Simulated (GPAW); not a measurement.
# HfO2: equation of state with PBEsol+D3(BJ)+U

The system is HfO2.

```xyz
3
Lattice="0.0000 2.5575 2.5575 2.5575 0.0000 2.5575 2.5575 2.5575 0.0000" Properties=species:S:1:pos:R:3 pbc="T T T"
Hf    0.0000    0.0000    0.0000
O     3.8363    3.8363    3.8363
O     1.2788    1.2788    1.2788
```

Measurements of this composition are mostly on another form, of space group No. 14.

| Item | Value |
| --- | --- |
| Program | GPAW 26.7.0 |
| Task | equation of state |
| Functional | PBEsol |
| Dispersion | D3(BJ) |
| Potentials or basis | PAW data sets generated in the run's folder for this functional |
| Cutoff | 800 eV |
| Basis | pw |
| k mesh | 9 × 9 × 9 |
| Occupations | improved-tetrahedron-method |
| Spin | no spin polarisation |
| Hubbard terms | Hf d U = 6.5 eV |
| Maxiter | 150 |
| Eos scales | [0.94, 0.96, 0.98, 1.0, 1.02, 1.04, 1.06] |

* Equilibrium volume: 11.38 Å³/atom
* Bulk modulus: 247 GPa
* Pressure derivative of the bulk modulus: 4.1

Energy against volume, from the lowest point:
```tsv
volume (Å³/atom)	energy (meV/atom)
10.483	62.85
10.706	34.26
10.929	14.82
11.152	3.69
11.375	0.00
11.598	3.06
11.821	12.29
```

Wall time 2.2 min on 1 thread of Intel(R) Xeon(R) Platinum 8488C (Sapphire Rapids), with other jobs on the host, peak memory 0.26 GiB.

Spin-orbit coupling is left out, which matters for the levels of Hf. Zero-point motion and thermal expansion aren't in these numbers.
